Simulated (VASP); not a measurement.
**From an Ansatz input to VASP: Sn (strained diamond)**

Ansatz input

```yaml
crystal:
  lattice:
    - [0.0, 3.2844597802, 3.4486827693]
    - [3.2844597802, 0.0, 3.4486827693]
    - [3.2844597802, 3.2844597802, 0.0]
  atoms:
    - { symbol: Sn, position: [0.0, 0.0, 0.0] }
    - { symbol: Sn, position: [0.25, 0.25, 0.25] }
kpoints:
  mp_grid: { grid: [6, 6, 6] }
  band_path:
    path:
      - [0.0, 0.0, 0.0]
      - [0.5, 0.0, 0.5]
      - [0.625, 0.25, 0.625]
      - [0.375, 0.375, 0.75]
      - [0.5, 0.5, 0.5]
      - [0.5, 0.25, 0.75]
      - [0.0, 0.0, 0.5]
    npoints: 1
hamiltonian:
  xc: pbe
scf:
  occupations: { method: fermi_dirac, width: 0.02 }
  n_extra_bands: 4
output:
  forces: true
  stress: true
  eigenvalues: true
```

**Question.** Translate this input to VASP.

**Answer.** 

INCAR

```
PREC = Accurate
LREAL = .FALSE.
ISMEAR = -1
IBRION = -1
ISIF = 2
NELM = 120
LASPH = .TRUE.
GGA = PE
ENCUT = 520
NBANDS = 21
SIGMA = 0.02
LCHARG = .TRUE.
EDIFF = 1E-7
LELF = .TRUE.
LWAVE = .FALSE.
NSW = 0
```

KPOINTS

```
KPOINTS created by Atomic Simulation Environment
0
Gamma
6 6 6
0 0 0
```

KPOINTS_OPT

```
special points
7
Reciprocal
0.0000000000 0.0000000000 0.0000000000 1
0.5000000000 0.0000000000 0.5000000000 1
0.6250000000 0.2500000000 0.6250000000 1
0.3750000000 0.3750000000 0.7500000000 1
0.5000000000 0.5000000000 0.5000000000 1
0.5000000000 0.2500000000 0.7500000000 1
0.0000000000 0.0000000000 0.5000000000 1
```

POSCAR

```
Sn
 1.0000000000000000
     0.0000000000000000    3.2844597802000002    3.4486827693000000
     3.2844597802000002    0.0000000000000000    3.4486827693000000
     3.2844597802000002    3.2844597802000002    0.0000000000000000
 Sn
   2
Cartesian
  0.0000000000000000  0.0000000000000000  0.0000000000000000
  1.6422298901000001  1.6422298901000001  1.7243413846500000
```

VASP ran with the recommended PBE PAW datasets (28 valence electrons in the cell). Other inputs would serve too.

```tsv
	Ansatz	VASP
gap between bands v and c	-0.38 eV (bands overlap: a metal)	-0.38 eV (bands overlap: a metal)
least direct gap	0.00 eV	0.00 eV
pressure	-0.3 GPa	-0.3 GPa
```

Each program uses its own PAW datasets. VASP's cell holds 28 valence electrons and Ansatz's 28. Ansatz's stress includes a Pulay correction; VASP's doesn't.
